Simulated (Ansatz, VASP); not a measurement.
# Two plane-wave programs on BN

The input INCAR:

```
PREC     = Accurate       # precision mode
ENCUT    = 520            # plane-wave cutoff, eV
EDIFF    = 1E-6           # SCF threshold, eV
ISMEAR   = 0              # smearing method
SIGMA    = 0.01           # smearing width, eV
LREAL    = False          # projectors in reciprocal space
LASPH    = True           # aspherical terms in the spheres
NELM     = 100            # most SCF steps
ALGO     = Normal         # electronic algorithm
ISIF     = 2              # what is computed and relaxed
LWAVE    = False          # write WAVECAR
LCHARG   = False          # write CHGCAR
GGA      = PE             # functional
IVDW     = 12             # dispersion correction
NBANDS   = 11             # bands
```

Contents of KPOINTS:

```
regular mesh
0
Gamma
  12 12 12
```

The input POSCAR:

```
BN
1.0
    1.2530569068      0.7234527425      3.2948837584
   -1.2530569068      0.7234527425      3.2948837584
    0.0000000000     -1.4469054850      3.2948837584
B N
1 1
Direct
    0.9996975441      0.9996975441      0.9996975441
    0.3327354559      0.3327354559      0.3327354559
```

Input for Ansatz:

```yaml
crystal:
  lattice:
    - [1.2530569068, 0.7234527425, 3.2948837584]
    - [-1.2530569068, 0.7234527425, 3.2948837584]
    - [0.0, -1.446905485, 3.2948837584]
  atoms:
    - { symbol: B, position: [0.9996975441, 0.9996975441, 0.9996975441] }
    - { symbol: "N", position: [0.3327354559, 0.3327354559, 0.3327354559] }
basis:
  ecutwfc: 420
  xc_grid: 2
kpoints:
  mp_grid: { grid: [12, 12, 12] }
  band_path: { path: [VBM, CBM], npoints: 2 }
hamiltonian:
  xc: pbe
  dispersion: d3bj
scf:
  occupations: { method: gaussian, width: 0.01 }
output:
  forces: true
  stress: true
  eigenvalues: true
```

Alike in both runs: task single point; functional PBE; dispersion D3(BJ); k mesh 12 × 12 × 12; occupations gaussian, width 0.01 eV; no spin polarisation.

|  | VASP | Ansatz |
| --- | --- | --- |
| version | VASP 6.6.1 | Ansatz 0.2.0 |
| potentials or method | VASP PAW PBE potentials, release 64 (B, N) | scalar-relativistic, plane waves, PAW |
| plane-wave cutoff (eV) | 520 | 420 |
| valence electrons in the cell | 8 | 8 |

|  | VASP | Ansatz | Ansatz less VASP |
| --- | --- | --- | --- |
| gap on the k mesh at the Fermi level (eV) | 4.23 | 4.24 | +0.007 |
| least direct gap on the mesh (eV) | 4.69 | 4.69 | +0.002 |
| pressure (GPa) | 0.1 | 0.0 | -0.09 |
| largest component of the traceless stress (GPa) | 0.22 | 0.01 | -0.205 |

With one functional, cell and mesh, what is left measures potentials, basis and numerics.

A k mesh can miss the band edges. A hybrid or GW would open this gap; PBE tends to underestimate it.
